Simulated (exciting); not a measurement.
# LiF (Griceite) under changes of volume

One of the cells (8.169 Å³/atom); the others are scaled copies at fixed shape and fractional positions:

```
F Li
1.0
     0.00000    2.01400    2.01400
     2.01400    0.00000    2.01400
     2.01400    2.01400    0.00000
F Li
1 1
Direct
  0.50000 0.50000 0.50000
  0.00000 0.00000 0.00000
```

| Quantity | Value |
| --- | --- |
| Program | exciting (release sodium) |
| Functional | PBE |
| Potentials or basis | all-electron LAPW+lo, shipped species files, valence relativity zora |
| rgkmax | 7.5 |
| k mesh | 11 × 11 × 11 |
| Occupations | fermi-dirac, width 0.05 eV |
| Spin | no spin polarisation |

```tsv
volume (Å³/atom)	energy over the lowest point (meV/atom)	gap on the mesh (eV)
7.679	15.34	9.67
7.842	8.80	9.47
8.006	4.26	9.28
8.169	?	?
8.333	0.00	8.93
8.659	1.43	8.60
```

**Question.** What does the run at 8.169 Å³/atom give?

**Answer.** Energy over the lowest point 1.37 meV/atom; gap on the mesh 9.10 eV.

Worked out: A Birch-Murnaghan fit of order 3 (a polynomial in V^(-2/3)) to the other rows has its minimum at 8.40 Å³/atom with B0 = V·E''(V) = 68 GPa and B' = 4.2. It gives 1.35 meV/atom at 8.169 Å³/atom, against the run's 1.37. A straight line through the other rows of the gap, of slope -8.88 eV per unit of ln V (its deformation potential), gives 9.11 eV, against the run's 9.10.

Energies are extrapolated to zero smearing.

Caveats: an odd mesh through Γ misses points on the zone boundary, where band edges often lie.
